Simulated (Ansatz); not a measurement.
Ansatz input file:

```yaml
crystal:
  lattice:
    - [-1.6547421, 1.6547421, 4.000479]
    - [1.6547421, -1.6547421, 4.000479]
    - [1.6547421, 1.6547421, -4.000479]
  atoms:
    - { symbol: Si, position: [0.294143881, 0.294143881, 0.0] }
    - { symbol: Si, position: [0.705856119, 0.705856119, 0.0] }
    - { symbol: W, position: [0.0, 0.0, 0.0] }
basis:
  ecutwfc: 420
kpoints:
  mp_grid: { grid: [18, 18, 18] }
hamiltonian:
  xc: pbe
scf:
  occupations: { method: gaussian, width: 0.1 }
output:
  forces: true
  stress: true
  eigenvalues: true
  populations: true
```

Run as
```bash
ansatz run input.yaml --threads 1 --pin off --max-ram 1331MiB --backend cpu --events-out ev --progress --plain --runs-dir out
```

Theory: Ansatz 0.2.0, DFT PBE, scalar-relativistic, plane waves, PAW.

Part of what the program printed, abridged (final results; tables in files aren't shown):

```
the search or the solves at the SCF's close seem to have found levels that the self-consistency loop had missed (the run counts 1). By its estimate they hold under 1e-12 electrons; where the run keeps them, the occupations were computed again with them
SCF 1 converged in 6 iterations: F = -11655.753296 eV  dr2 = 2.40e-9
SCF converged after 6 iterations
Free energy (F): -11655.753296 eV
Harris-Foulkes:  -11655.753296 eV  (|F-HF|=9.64e-10)
Internal energy: -11655.748095 eV  (E = F + TS)
E sigma→0 (E₀):  -11655.750696 eV
Entropy (-TS):   -0.005201 eV (-1.734 meV/atom)
Fermi energy:    15.096957 eV
--- Per-component energies (eV) ---
  E_band       = -112.746273
  E_kinetic    = 536.971940
  E_local      = -989.437267  (includes V_loc(G=0)·N_el)
  E_nonlocal   = 51.514570
  E_hartree    = 377.174289
  E_xc         = -379.817292
  E_vxc        = -335.745964  (∫ρ·V_xc dr)
  E_paw        = -9588.194533  (= ΣΔE_a)
  E_vpaw       = -130.399048  (= ΣTr[D̂ρ^β])
  E_aug_tail   = -0.000067  (compensation charges beyond the density's cutoff)
  E_ewald      = -1663.959735
  E_smearing   = -0.005201  (= −TS)
--- Forces (eV/Å), atoms counted from 1 ---
  atom   1  Si     0.00000000     0.00000000     4.72064823
  atom   2  Si     0.00000000     0.00000000    -4.72064823
  atom   3  W      0.00000000     0.00000000     0.00000000
--- Stress (GPa, compression-positive) ---
       -8.693765       0.000000       0.000000
        0.000000      -8.693765       0.000000
        0.000000       0.000000      12.827162
  P = ⅓ Tr σ = -1.5201 GPa (-15.201 kbar)
--- Band table (eV; the first three rows and the last of 480) ---
  k-point 0: bands = ["-58.8165", "-23.2206", "-22.9887", "-22.9887", "1.2572", "10.0027", "11.6161", "11.6334", "11.6334", "12.8927", "16.2828", "16.4555", "17.1627", "18.5845", "19.5908"]
  k-point 1: bands = ["-58.8162", "-23.2199", "-22.9927", "-22.9923", "1.3437", "10.0858", "11.0749", "11.3887", "12.1051", "12.9278", "16.0222", "16.5128", "17.4641", "18.4884", "19.6680"]
  k-point 2: bands = ["-58.8155", "-23.2178", "-23.0042", "-23.0029", "1.6015", "10.3193", "10.5326", "10.8043", "12.4291", "13.0342", "15.3021", "16.7162", "18.0744", "18.1920", "19.3981"]
  k-point 479: bands = ["-58.8164", "-23.2346", "-22.9895", "-22.9895", "2.7119", "6.4499", "11.0722", "12.2114", "13.3042", "13.3042", "14.7110", "14.7110", "16.5086", "19.5267", "19.5929"]
--- Löwdin populations: 3 sites ---
  site symbol q [e]
     0     Si      3.9493
     1     Si      3.9493
     2      W     13.8120
  spilling = 0.013160 (of n_electrons = 22.000000)
```

The run converged.

Spin-orbit coupling is left out, which matters for the bands of heavy elements.